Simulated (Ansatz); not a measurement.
Starting cell, LiI (rock salt):

```yaml
crystal:
  lattice:
    - [0.00000, 6.01904, 6.01904]
    - [3.00952, 0.00000, 3.00952]
    - [3.00952, 3.00952, 0.00000]
  atoms:
    - { symbol: I, position: [0.00000, 0.00000, 0.00000] }
    - { symbol: I, position: [0.50000, 0.00000, 0.00000] }
    - { symbol: Li, position: [0.25000, 0.50000, 0.50000] }
    - { symbol: Li, position: [0.75000, 0.50000, 0.50000] }
```

The atoms are displaced by Q × the pattern below (from a DFPT mode at L = (0.5, 0.0, 0.0), largest move 1; Q in Å), at fixed cell. It is one choice among 2 degenerate patterns. (q is in reciprocal vectors of the primitive cell; the cell shown is doubled to hold the pattern.)

| atom | x | y | z |
|---|---|---|---|
| I1 | 0.285 | -0.520 | 0.805 |
| I2 | -0.285 | 0.520 | -0.805 |

Atoms not listed stay in place.

Computed with PBE (plane waves to 420 eV, PAW, scalar-relativistic; Ansatz, a program for electronic structure). k mesh 5×10×10 (Γ-centred), Fermi-Dirac smearing 0.05 eV. The energy includes the smearing's −TS. LiI was relaxed with its symmetry unable to fall. Spin-orbit coupling is left out, though I is heavy. The zero of ΔE is the undisplaced structure.

```json
[
 {"Q (Å)": "-0.180", "ΔE (meV/cell)": "29.0"},
 {"Q (Å)": "-0.150", "ΔE (meV/cell)": "20.0"},
 {"Q (Å)": "-0.120", "ΔE (meV/cell)": "12.7"},
 {"Q (Å)": "-0.090", "ΔE (meV/cell)": "7.1"},
 {"Q (Å)": "-0.060", "ΔE (meV/cell)": "withheld"},
 {"Q (Å)": "-0.030", "ΔE (meV/cell)": "0.8"},
 {"Q (Å)": "0.000", "ΔE (meV/cell)": "0.0"},
 {"Q (Å)": "0.030", "ΔE (meV/cell)": "0.8"},
 {"Q (Å)": "0.060", "ΔE (meV/cell)": "withheld"},
 {"Q (Å)": "0.090", "ΔE (meV/cell)": "7.1"},
 {"Q (Å)": "0.120", "ΔE (meV/cell)": "12.7"},
 {"Q (Å)": "0.150", "ΔE (meV/cell)": "20.0"},
 {"Q (Å)": "0.180", "ΔE (meV/cell)": "29.0"}
]
```

Task: Fit an even polynomial form (powers 2, 4) to the given rows and predict ΔE at Q = 0.060.

Result: Least squares on the 11 given rows: ΔE = (872.2)·Q² + (712.4)·Q⁴, in meV/cell with Q in Å; root-mean-square residual 0.01 meV/cell. At 0.060 the fit gives 3.1 meV/cell; the calculation gives 3.1 meV/cell, the same to the digits shown. The quadratic term alone would give 3.1 meV/cell.

(A displaced cell: forces are minus the slopes of the energy, force constants its curvatures, and phonons follow from these.)
